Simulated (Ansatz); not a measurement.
**Compressing Li2Se: a fit and a missing row**

Li2Se, Fm-3m, a = 5.987 Å. Ansatz: r2SCAN, PAW, 500 eV, Γ-centred 8×8×8 mesh on 3 atoms, Gaussian smearing 0.02 eV; no spin polarisation. Symmetry fixes shape and atoms, so the cell is only scaled; pressure is positive in compression.

```
V (Å³/atom) P (GPa)
     15.736        ?
     16.272     3.96
     16.809     2.43
     17.345     1.11
     17.882    -0.03
     18.418    -1.01
     18.955    -1.86
     19.670    -2.81
```

Problem. Take V0 = 17.882 Å³/atom, count pressures from its P0 = -0.03 GPa, fit the third-order Birch–Murnaghan form to the other rows, and predict the missing pressure.

Solution. With the Eulerian strain f = ½[(V0/V)^(2/3) − 1] and y = (P − P0)/[3f(1 + 2f)^(5/2)], the form is the line y = B0 + 1.5 B0 (B0′ − 4) f. Rows (f, y): 0.03246, 35.0; 0.02106, 35.1; 0.01027, 35.2; -0.00975, 35.2; -0.01905, 35.3; -0.03078, 35.3. Means f = 0.0007017, y = 35.183; Σ(Δf)² = 0.003005, ΣΔfΔy = -0.01351; the slope is their ratio. y = 35.19 − 4.496 f GPa, so B0 = 35.2 GPa and B0′ = 4 + 2 × (-4.496)/(3 × 35.19) = 3.91. At V = 15.736, f = 0.04448, y = 34.99 and P = 5.75 GPa. The run gave 5.74 GPa, so the fit is 0.01 GPa too high, a small miss on the scale of the series.

Cost: 8 runs of about 1.3 core-minutes in all, on Intel Xeon Processor @ 2.50GHz (Skylake/Cascade Lake) (shared hosts).